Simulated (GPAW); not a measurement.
TiB2:

```
Ti B
1.0
     3.02920    0.00000    0.00000
    -1.51460    2.62336    0.00000
     0.00000    0.00000    3.22840
Ti B
1 2
Cartesian
  0.0000 0.0000 0.0000
  1.5146 0.8745 1.6142
  0.0000 1.7489 1.6142
```

```yaml
Program: GPAW 26.7.0
Task: relaxation of cell and atoms
Functional: PBEsol
Dispersion: D3
Potentials_or_basis: PAW data sets generated in the run's folder for this functional
Cutoff: 800 eV
Basis: pw
k_mesh: 7 × 7 × 6
Occupations: fermi-dirac, width 0.05 eV
Spin: no spin polarisation
```

At the start: pressure -9.5 GPa; volume 8.55 Å³/atom.

Question: How do energy, volume and symmetry change on relaxing?

Answer: Over 6 steps the energy falls by 9.5 meV/atom and the volume is 8.24 Å³/atom (-3.6 %); space group P6/mmm (No. 191, to 0.05 Å).

The path:
| step | energy change (eV) | largest force (eV/Å) | pressure (GPa) | volume (Å³) |
| --- | --- | --- | --- | --- |
| 1 | 0.0000 | 0.0000 | -9.49 | 25.66 |
| 2 | -0.0097 | 0.0000 | -7.72 | 25.47 |
| 3 | -0.0271 | 0.0000 | 0.58 | 24.68 |
| 4 | -0.0275 | 0.0000 | 0.28 | 24.70 |
| 5 | -0.0285 | 0.0000 | -0.37 | 24.74 |
| 6 | -0.0285 | 0.0000 | -0.19 | 24.72 |

Final structure:
```xyz
3
Lattice="3.0044 0.0000 0.0000 -1.5022 2.6019 0.0000 0.0000 0.0000 3.1628" Properties=species:S:1:pos:R:3 pbc="T T T"
Ti    0.0000    0.0000    0.0000
B     1.5022    0.8673    1.5814
B     0.0000    1.7346    1.5814
```

Caveat: later steps reuse the first step's grids; pairwise dispersion overbinds metals, which lowers pressure and volume.
